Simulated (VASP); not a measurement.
**SnO: single point with PBE**

Crystal: SnO.

```
CELL_PARAMETERS angstrom
3.81370 0.00000 0.00000
0.00000 3.81370 0.00000
0.00000 0.00000 4.88691
ATOMIC_POSITIONS crystal
Sn 0.50000 0.00000 0.76463
Sn 0.00000 0.50000 0.23537
O 0.00000 0.00000 0.00000
O 0.50000 0.50000 0.00000
```

The cell is a database's computed one.

| Quantity | Value |
| --- | --- |
| Program | VASP 6.6.1 |
| Task | single point |
| Functional | PBE |
| Potentials or basis | VASP PAW PBE potentials, release 64 (Sn_d, O) |
| Cutoff | 520 eV |
| k mesh | 7 × 7 × 6 |
| Occupations | gaussian, width 0.013 eV |
| Spin | no spin polarisation |
| Further INCAR settings | ALGO = Normal; EDIFF = 1e-07 |

- Pressure: 3.8 GPa
- Largest force: 0.455 eV/Å
- Band gap on the k mesh: 0.38 eV, indirect (least direct gap 2.05 eV)

Forces in eV/Å, atoms in the order of the input:
```
Sn   0.000  0.000 -0.455
Sn   0.000  0.000  0.455
O    0.000  0.000  0.000
O    0.000  0.000  0.000
```

Stress tensor (GPa, compression positive):
```
4.14 0.00 0.00
0.00 4.14 0.00
0.00 0.00 3.22
```

Levels at points of the mesh, in eV from the valence-band top:
```tsv
k point	band 18	band 19	band 20	band 21	band 22	band 23
(0.00, 0.00, 0.00)	-3.18	-3.18	0.00	2.05	4.27	4.74
(0.00, 0.00, 0.50)	-3.19	-3.19	-2.21	1.68	3.03	3.03
```

It took 63 s on 1 thread of Intel(R) Xeon(R) 6975P-C (Granite Rapids), with other jobs on the host, peak memory 0.2 GiB.

Caveat: spin-orbit coupling is left out, which moves the levels of the heavy elements; an odd mesh through Γ misses points on the zone boundary, where band edges often lie. As with any semilocal functional, this PBE gap is likely too small.
